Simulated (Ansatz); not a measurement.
# In: a line through a two-coordinate scan

One line of a two-coordinate grid on In (I4/mmm, No. 139; 1 atom in the cell): volume per atom is varied, at c/a of the conventional cell = 1.499.

Computed with Ansatz 0.2.0 (DFT PBE, scalar-relativistic, plane waves, PAW, unless a step's input says otherwise).

1 further run of the same task is left out (set aside as unsound or not needed).

### 1 The starting structure

Symmetry: I4/mmm, No. 139, tetragonal system. Conventional cell: a = 3.390 Å, b = 3.390 Å, c = 4.784 Å, α = 90.00°, β = 90.00°, γ = 90.00°. In (site symmetry 4/mmm) has 12 In at 3.39 Å as nearest neighbours.

As a file:

```
CELL_PARAMETERS angstrom
-1.69511 1.69511 2.39209
1.69511 -1.69511 2.39209
1.69511 1.69511 -2.39209
ATOMIC_POSITIONS crystal
In 0.00000 0.00000 0.00000
```

This cell was relaxed beforehand with the same method: volume 27.49 Å³/atom, gap on the mesh none (metal).

### 2 Plan of the line

The energy is mapped over volume and the cell's shape.

- volume per atom: 5 values from 24.19 to 30.79 Å³
- c/a of the conventional cell: 5 values from 1.251 to 1.592

Nothing else is relaxed (symmetry fixes all fractional coordinates). Energies count from the relaxed crystal. Points are written as (first, second).

### 3 The run at (24.19 Å³, 1.499)

input.yaml

```yaml
crystal:
  lattice:
    - [-1.5920560072, 1.5920560072, 2.3863327492]
    - [1.5920560072, -1.5920560072, 2.3863327492]
    - [1.5920560072, 1.5920560072, -2.3863327492]
  atoms:
    - { symbol: In, position: [0.0, 0.0, 0.0] }
basis:
  ecutwfc: 420
kpoints:
  mp_grid: { grid: [20, 20, 20] }
hamiltonian:
  xc: pbe
scf:
  occupations: { method: gaussian, width: 0.15 }
output:
  forces: true
  stress: true
  eigenvalues: true
```

On the command line:

```
$ ansatz run input.yaml --threads 1 --pin off --max-ram 2048MiB --backend cpu --events-out ev --progress --plain --runs-dir out
```

Further runs follow: the other points of the line.

**Question.** What will these runs give? Wanted: for each run, volume per atom; energy; slope; pressure.

As calculated:

```
volume per atom (Å³)  step  energy (meV/atom)  slope (meV/atom per Å³)  pressure (GPa)
               24.19     3               57.4                    −39.6             6.3
               25.84     4               12.4                    −16.4             2.6
               27.49     5              −0.44                     −0.1             0.0
               29.14     6                9.2                     11.1            −1.8
               30.79     7               34.3                     18.9            −3.0
```

Energies count from the relaxed crystal. Slopes come from the forces (and the stress, where the cell changes), not from differences of energies.

What this shows: Along the line the energy is lowest at 27.49 Å³, −0.44 meV/atom from the zero. A fit to energies and slopes at the lowest point and its two neighbours puts the minimum at 27.510 Å³, with a curvature of about 8.1 meV/atom per (Å³)². V·d²E/dV² there is about 36 GPa, a bulk modulus under this line's constraint. The well is lopsided: two grid steps out, the energy rises by 57.8 meV/atom towards smaller values and 34.8 meV/atom towards larger ones. The highest point computed, at 24.19 Å³, lies 57.8 meV/atom above the lowest. This is one cut through a surface in two coordinates; it holds the lowest point sampled, which need not be a minimum.
